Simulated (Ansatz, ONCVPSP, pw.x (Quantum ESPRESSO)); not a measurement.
## What a changed setting does to a pw.x run (diamond K)

Potential: optimised norm-conserving Vanderbilt (ONCV), ONCVPSP 4.0.1.1 (patched build), PBE; core [Ne], reference 3s2 3p6 4s1; waves: 3s+4s: rc 1.85 bohr, ncon 3, nbas 7, qcut 6.9 1/bohr, 2 projectors; 3p: rc 2.10 bohr, ncon 3, nbas 7, qcut 5.1 1/bohr, 2 projectors, debl 0.3 Ha; d scattering state at 0.41 Ha: rc 1.85 bohr, ncon 3, nbas 8, qcut 5.8 1/bohr, local; local part: the d channel; core correction: none. In the p channel the program set the typed energies aside and used -0.691, 0.250 Ha.

The reference run (k-mesh 8³, cutoffs 45/180 Ry, Fermi–Dirac 0.01 Ry, mixing_beta 0.4, conv_thr 1e-9, no spin) gives -0.00 GPa at 112.349 Å³/atom, where all-electron LAPW gives -0.00 GPa. This run, with its own iteration cap, changes diagonalization to rmm-davidson.

```
&control
  calculation='scf', prefix='x', pseudo_dir='./', outdir='./tmp', tstress=.true., disk_io='none'
/
&system
  ibrav=0, nat=2, ntyp=1, ecutwfc=45, ecutrho=180, nbnd=17,
  occupations='smearing', smearing='fd', degauss=0.01
/
&electrons
  conv_thr=1e-09, mixing_beta=0.4, electron_maxstep=70, diagonalization='rmm-davidson'
/
ATOMIC_SPECIES
K 1.0 K.UPF
CELL_PARAMETERS angstrom
  0.00000000 4.82528612 4.82528612
  4.82528612 0.00000000 4.82528612
  4.82528612 4.82528612 0.00000000
ATOMIC_POSITIONS crystal
K 0.0000 0.0000 0.0000
K 0.2500 0.2500 0.2500
K_POINTS automatic
8 8 8 0 0 0
```

```bash
pw.x < K.scf.in > K.scf.out
```

**Question.** How does the run end?

**Answer.** It converges in 8 iterations; the free energy moves by +0.0 meV/atom and the pressure by +0.00 GPa. The result is that of the reference run.

```
Message from routine setup:
     using ibrav=0 with symmetry is DISCOURAGED, use correct ibrav instead
     lattice parameter (alat)  =      12.8955  a.u.
     unit-cell volume          =    1516.3373 (a.u.)^3
     number of electrons       =        18.00
     number of Kohn-Sham states=           17
     kinetic-energy cutoff     =      45.0000  Ry
     charge density cutoff     =     180.0000  Ry
     scf convergence threshold =      1.0E-09
     Exchange-correlation= PBE
     number of k points=    29  Fermi-Dirac smearing, width (Ry)=  0.0100
     iteration #  1     ecut=    45.00 Ry     beta= 0.40
     c_bands:  1 eigenvalues not converged
     total energy              =    -113.06494919 Ry
     estimated scf accuracy    <       0.00262370 Ry
     iteration #  2     ecut=    45.00 Ry     beta= 0.40
     total energy              =    -113.06493324 Ry
     estimated scf accuracy    <       0.00052367 Ry
     iteration #  3     ecut=    45.00 Ry     beta= 0.40
     total energy              =    -113.06499834 Ry
     estimated scf accuracy    <       0.00003579 Ry
     [... 2 iterations left out ...]
     iteration #  6     ecut=    45.00 Ry     beta= 0.40
     total energy              =    -113.06501253 Ry
     estimated scf accuracy    <       0.00000002 Ry
     iteration #  7     ecut=    45.00 Ry     beta= 0.40
     total energy              =    -113.06501254 Ry
     estimated scf accuracy    <          1.8E-09 Ry
     iteration #  8     ecut=    45.00 Ry     beta= 0.40
     the Fermi energy is     0.4191 ev
!    total energy              =    -113.06501254 Ry
     estimated scf accuracy    <          4.4E-10 Ry
     smearing contrib. (-TS)   =      -0.00744996 Ry
     The total energy is F=E-TS. E is the sum of the following terms:
     one-electron contribution =     -95.14120779 Ry
     hartree contribution      =      46.95549705 Ry
     xc contribution           =     -17.02054802 Ry
     ewald contribution        =     -47.85130382 Ry
     convergence has been achieved in   8 iterations
          total   stress  (Ry/bohr**3)                   (kbar)     P=       -0.00
     Message from routine punch:
     Nothing written, as per user request (disk_io='none')
```

The run took about 2 min on one core of a shared host (Neoverse-N1, 64 threads, 124 GiB, load 56).
